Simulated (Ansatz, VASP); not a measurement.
# One calculation of CdSe, two programs

INCAR

```
  PREC = Accurate
  ENCUT = 600
  EDIFF = 1E-6
  ISMEAR = -1
  SIGMA = 0.05
  LREAL = False
  LASPH = True
  NELM = 80
  ALGO = Fast
  ISIF = 3
  LWAVE = False
  LCHARG = False
  GGA = PE
  IBRION = 2
  NSW = 60
  EDIFFG = -0.01
  PSTRESS = 0
```

Contents of KPOINTS:

```
regular mesh
0
Gamma
  8 8 8
```

POSCAR

```
CdSe
1.0
    3.5568600000      0.0000000000      0.0000000000
    0.0000000000      3.5568600000      0.0000000000
    0.0000000000      0.0000000000      3.5568600000
Cd Se
1 1
Direct
    0.5000000000      0.5000000000      0.5000000000
    0.0000000000      0.0000000000      0.0000000000
```

Contents of input.yaml:

```yaml
crystal:
  lattice:
    - [3.55686, 0.0, 0.0]
    - [0.0, 3.55686, 0.0]
    - [0.0, 0.0, 3.55686]
  atoms:
    - { symbol: Cd, position: [0.5, 0.5, 0.5] }
    - { symbol: Se, position: [0.0, 0.0, 0.0] }
hamiltonian:
  xc: pbe
  pseudopotentials: { kind: paw }
kpoints:
  mp_grid: { grid: [8, 8, 8] }
scf:
  occupations: { method: fermi_dirac, width: 0.05 }
output:
  forces: true
  stress: true
  eigenvalues: true
relax:
  f_tol: 0.01
  max_steps: 40
  cell: { stress_tol: 0.05 }
```

The cell was built by a generator and needn't be a form met in nature.

Alike in both runs: task relaxation of cell and atoms; functional PBE; k mesh 8 × 8 × 8; occupations fermi-dirac, width 0.05 eV; no spin polarisation.

```csv
,VASP,Ansatz
version,VASP 6.6.1,Ansatz 0.2.0
potentials or method,"VASP PAW PBE potentials, release 64 (Cd, Se)",Ansatz PAW
plane-wave cutoff (eV),600,420
valence electrons in the cell,18,36
```

VASP gave:

```
gap on the k mesh at the Fermi level, each at its own relaxed structure (eV) : none
relaxed volume (Å³/atom)                                                     : 22.61
relaxed cell length with the largest relative difference (Å)                 : 3.563
```

Question: What did Ansatz give for the same quantities?

Answer: gap on the k mesh at the Fermi level, each at its own relaxed structure (eV): none; relaxed volume (Å³/atom): 22.50; relaxed cell length with the largest relative difference (Å): 3.557.

A gap of «none» marks a metal or a gap that the smearing closes. The two sets of potentials don't hold the same shells in valence.

Caveats: the plane-wave basis is chosen anew once the cell has moved, so the energies of steps on either side of that aren't comparable (Ansatz).
